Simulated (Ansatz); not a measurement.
Crystal: HgTe.

```xyz
2
Lattice="-3.0456 3.0456 1.5594 3.0456 -3.0456 1.5594 3.0456 3.0456 -1.5594" Properties=species:S:1:pos:R:3 pbc="T T T"
Hg    0.0000    3.0456    0.7797
Te    0.0000    0.0000    0.0000
```

Measurements of this composition are mostly on another form, of space group No. 216.

Below is the output of Ansatz 0.2.0 for this cell. Logs are shortened: lines on timing, memory, paths and dates and some standing lists are left out, and cuts for length are marked.

```text
Warning: output.stress: scf.convergence.dr2_threshold = 1e-7 eV (the SCF's general default) is looser than the 2e-10 eV advised for a printed stress (1e-10 eV for each atom of the cell: 2). What an SCF threshold leaves in a stress goes as its square root, and in the free energy as the threshold itself, and one threshold admits the most on a small cell: of the crystals measured, under no hybrid functional and no lock of the moments, on runs that ended without the residual-converged pass, on stresses that held no estimate of that error, the worst erred by over 100 MPa in a component at 1e-7 eV an atom and by under 5 at 1e-10. Set scf.convergence.dr2_threshold to 2e-10 eV or tighter. The threshold is an SCF's pass mark: one that does not reach it within its budget of iterations ends unconverged, or closes short of it on a stop that the run arms, and scf.convergence.dr2_threshold's page says what that costs each kind of run
Warning: output.stress: scf.exx.energy_threshold = 1e-6 eV is looser than the 2e-8 eV advised for a stress under a hybrid functional (1e-8 eV for each atom of the cell: 2). Every SCF of the exchange loop can meet its threshold on dr2 while the loop round them stops early: no threshold on dr2 bounds what that leaves in the stress. Set scf.exx.energy_threshold to 2e-8 eV or tighter. The threshold is the loop's pass mark: a loop that does not reach it within its budget of cycles ends unconverged, and scf.exx.energy_threshold's page has the law
Warning: RAYON_NUM_THREADS=2 ignored (pool sized by the plan → 2); use --threads N
exact exchange: scf.exx.singularity resolves to wigner_seitz, which cuts the screened interaction at the faces of the exchange supercell's Wigner-Seitz cell, so that each pair interacts once, at the shortest of its separations (the periodic images that this leaves out come, for a point-like exchange hole, to about 0.014 eV on a filled level). The cut falls within the interaction's reach, and what an exchange supercell this small leaves in the energy, the band gaps and, where it is computed, the pressure is not bounded here. The exchange supercell (the smallest cell that an SCF of this deck is solved on times the 5×5×5 mesh of the exchange sum) has its nearest image at L = 15.59 Å, 1.56 times the interaction's range 1/ω = 10.00 Å. A denser mesh of the exchange sum (kpoints.mp_grid; where a k-mesh is refused, the cell repeated along its short axes), shrinks what is left. The k-mesh (kpoints.mp_grid) can leave an error of its own, as it does under a semilocal functional: two runs of this structure under PBE, one on that k-mesh and one on a denser one or on the cell repeated (per cell), show about how large it is in the energy; in a metal the hybrid's can be larger than they show. Converge the k-mesh under the hybrid itself. See scf.exx.q_mesh
Engine: ansatz 0.2.0, aarch64-unknown-linux-gnu
Pseudopotentials: kind: paw
Pseudopotential: Hg, paw, valence charge 20, recommended cutoff 420 eV (normal), Hg.paw.azcp
Pseudopotential: Te, paw, valence charge 16, recommended cutoff 420 eV (normal), Te.paw.azcp
Functional definition: unnamed
  parameter a_1 = 0.25
  parameter omega_1 = 0.1/angstrom
  exchange = pbe_x + (-a_1)*pbe_x_sr(omega_1) + a_1*exact_x_sr(omega_1)
  correlation = pbe_c
Crystal: 2 atoms, lattice volume = 57.858 Å³
Basis set: ecut = 420 eV, 1133 PW (Γ), exchange–correlation on 64×64×64 points (8 copies of the dense FFT grid, shifted against one another)
[... 66 lines left out ...]
  E_vxc        = -285.993813  (∫ρ·V_xc dr)
  E_exx        = -130.000427  (= α·E_x^exact, valence–valence)
  E_paw        = -14558.565893  (= ΣΔE_a)
  E_vpaw       = -737.349355  (= ΣTr[D̂ρ^β])
  E_aug_tail   = 0.000750  (compensation charges beyond the density's cutoff)
  E_ewald      = -4368.503501
  E_core_change = -2.009096  (= ΣΔE_core)
  E_smearing   = -0.009765  (= −TS)
  E_closure    = -0.000000  (closes the sum)
  Σ components = -20800.768011   (vs F -20800.768011, Δ=-3.64e-12)
--- Forces (eV/Å), atoms counted from 1 ---
  atom   1  Hg    -0.00000000    -0.00000000     0.00000000
  atom   2  Te     0.00000000     0.00000000     0.00000000
  max |Σ_I F_I| component: 1.39e-17 eV/Å
--- Stress (GPa, compression-positive) ---
       -3.394928       0.000000       0.000000
        0.000000      -3.394928       0.000000
        0.000000       0.000000       1.518566
  P = ⅓ Tr σ = -1.7571 GPa (-17.571 kbar)
--- Band table (eV; the first three rows and the last of 18) ---
  k-point 0: bands = ["-109.0557", "-56.2465", "-56.2263", "-56.2263", "-29.1577", "-29.0664", "-29.0664", "-28.9899", "-28.9872", "-3.2495", "1.8295", "2.5643", "2.6233", "3.0638", "3.0638", "7.0851", "7.7895", "7.7895", "15.0346", "16.0170", "18.6851", "18.6851"]
  k-point 1: bands = ["-109.0557", "-56.2465", "-56.2264", "-56.2263", "-29.1578", "-29.0664", "-29.0661", "-28.9899", "-28.9870", "-3.0732", "1.8241", "2.5054", "2.5704", "3.0646", "3.0840", "5.0599", "8.2840", "9.9714", "14.8779", "15.9514", "16.8873", "18.0703"]
  k-point 2: bands = ["-109.0556", "-56.2465", "-56.2266", "-56.2262", "-29.1579", "-29.0666", "-29.0657", "-28.9899", "-28.9867", "-2.7361", "1.8124", "2.3406", "2.4503", "3.0796", "3.1108", "3.7051", "9.2567", "12.0493", "14.0659", "14.4064", "15.0663", "20.4007"]
  k-point 17: bands = ["-109.0556", "-56.2465", "-56.2260", "-56.2259", "-29.1580", "-29.0660", "-29.0659", "-28.9899", "-28.9864", "-2.5975", "1.7978", "2.7978", "2.8851", "3.0932", "3.1203", "4.8191", "5.8754", "7.6384", "14.5508", "18.4046", "19.2502", "19.2565"]
```

Question: What input gives this log?

Answer: Single point with HSE06 form with a typed share of exact exchange, no spin polarisation. The files as run (others can give the same):

input.yaml
```yaml
crystal:
  lattice:
    - [-3.045603, 3.045603, 1.55941]
    - [3.045603, -3.045603, 1.55941]
    - [3.045603, 3.045603, -1.55941]
  atoms:
    - { symbol: Hg, position: [0.75, 0.25, 0.5] }
    - { symbol: Te, position: [0.0, 0.0, 0.0] }
hamiltonian:
  xc: { exchange: pbe, correlation: pbe, exx: { coeff: 0.25, omega: 0.1 } }
  pseudopotentials: { kind: paw }
kpoints:
  mp_grid: { grid: [5, 5, 5] }
scf:
  occupations: { method: fermi_dirac, width: 0.05 }
output:
  forces: true
  stress: true
  eigenvalues: true
```

Potentials or basis: Ansatz PAW.
Run with:
```console
$ ansatz run input.yaml --threads 2 --pin off --max-ram 5632MiB --backend cpu --events-out ev --progress --plain --runs-dir out
```

Caveat: the k mesh is coarse (spacing up to 0.45 Å⁻¹), so the values aren't converged, least of all with exact exchange; the PAW data sets come from PBE, with cores solved anew for the run's functional, which leaves a small shift of forces and pressure; the thresholds are loose for stress.
